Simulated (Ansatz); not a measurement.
HgTe, space group Cmcm, a charge-density difference against the sublattices

Program: Ansatz 0.2.0, Python API.

Run as a notebook:

In [1]:
```python
import ansatz as az
import numpy as np
```

In [2]:
```python
VECTORS = np.array([
    [2.992518, -3.466929, 0.0],
    [2.992518, 3.466929, 0.0],
    [0.0, 0.0, 5.798157],
])
SITES = [
    ("Hg", (0.34305, 0.65695, 0.75)),
    ("Hg", (0.65695, 0.34305, 0.25)),
    ("Te", (0.784809, 0.215191, 0.75)),
    ("Te", (0.215191, 0.784809, 0.25)),
]


def crystal_on(cell):
    crystal = az.Crystal(lattice=az.Lattice.of(cell))
    for symbol, position in SITES:
        crystal = crystal.atom(symbol, position)
    return crystal
```

In [3]:
```python
# one cutoff and one grid for all runs, so that the fields can be subtracted
def solve(crystal):
    return (
        crystal.calculation()
        .functional("pbesol")
        .occupations("Fermi-Dirac")
        .scf(tolerance=1e-07, algorithm="density_mixing")
        .basis(460, grid_basis="typed")
        .kpoints(4, 4, 3)
        .density()
        .run(threads=1)
    )
```

In [4]:
```python
whole = solve(crystal_on(VECTORS))
difference = whole.density().channels[0].density_e_per_ang3.copy()
binding = whole.report["free_energy_ev"]
for element in ["Hg", "Te"]:
    part = az.Crystal(lattice=az.Lattice.of(VECTORS))
    for symbol, position in SITES:
        if symbol == element:
            part = part.atom(symbol, position)
    alone = solve(part)
    difference -= alone.density().channels[0].density_e_per_ang3
    binding -= alone.report["free_energy_ev"]
    print(f"{element} sublattice: {alone.report['n_electrons']:g} electrons, {alone.report['n_iterations']} iterations")
```
```text
Hg sublattice: 40 electrons, 6 iterations
Te sublattice: 32 electrons, 7 iterations
```

In [5]:
```python
voxel = abs(np.linalg.det(VECTORS)) / difference.size
print(f"energy of the crystal less its unpolarised sublattices: {binding / len(SITES):.4f} eV/atom")
print(f"net charge of the difference {difference.sum() * voxel:.5f} e, charge moved {0.5 * np.abs(difference).sum() * voxel:.3f} e")
print(f"extremes {difference.min():.4f} and {difference.max():.4f} e/A^3")
for (symbol, position) in SITES:
    index = tuple(int(round(p * n)) % n for p, n in zip(position, difference.shape))
    print(f"  change of the pseudo-density at the grid point nearest {symbol}: {difference[index]:+.4f} e/A^3")
```
```text
energy of the crystal less its unpolarised sublattices: -1.1225 eV/atom
net charge of the difference -0.00000 e, charge moved 0.645 e
extremes -0.2578 and 0.0507 e/A^3
  change of the pseudo-density at the grid point nearest Hg: -0.2578 e/A^3
  change of the pseudo-density at the grid point nearest Hg: -0.2578 e/A^3
  change of the pseudo-density at the grid point nearest Te: +0.0197 e/A^3
  change of the pseudo-density at the grid point nearest Te: +0.0197 e/A^3
```

The settings weren't tested for convergence. Spin-orbit coupling, which matters for elements this heavy, is left out. Grid values close to the nuclei reflect the PAW or pseudopotential construction, not the all-electron fields. This cell is a computed structure, which may not be the phase found in nature. Charge moved counts every rearrangement, bonding and polarisation too, and is no transfer between atoms; the bare sublattices are artificial references. Values near the nuclei depend on the potentials. Hardware and time: 8.5 s on 1 thread of Arm Neoverse V1, on a shared host, peak memory 0.46 GiB.

(Lines on the test bed's own set-up are left out of the output.)
